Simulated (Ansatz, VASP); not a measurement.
# KF (Carobbiite): VASP beside Ansatz

```xyz
2
Lattice="0.0000 2.6820 2.6820 2.6820 0.0000 2.6820 2.6820 2.6820 0.0000" Properties=species:S:1:pos:R:3 pbc="T T T"
K     0.0000    0.0000    0.0000
F     2.6820    2.6820    2.6820
```

Alike in both runs: task single point; functional PBE; k mesh 6 × 6 × 6; no spin polarisation.

|  | VASP | Ansatz |
| --- | --- | --- |
| version | VASP 6.6.1 | Ansatz 0.2.0 |
| potentials or method | VASP PAW PBE potentials, release 64 (K_sv, F) | plane waves, PAW |
| plane-wave cutoff (eV) | 520 | 420 |
| occupations | gaussian, width 0.01 eV | fixed |
| valence electrons in the cell | 16 | 16 |

```csv
,VASP,Ansatz,Ansatz less VASP
gap on the k mesh at the Fermi level (eV),6.11,6.12,+0.016
pressure (GPa),1.0,1.0,-0.03
```

PBE gaps usually lie below the measured ones, often by a third to a half.
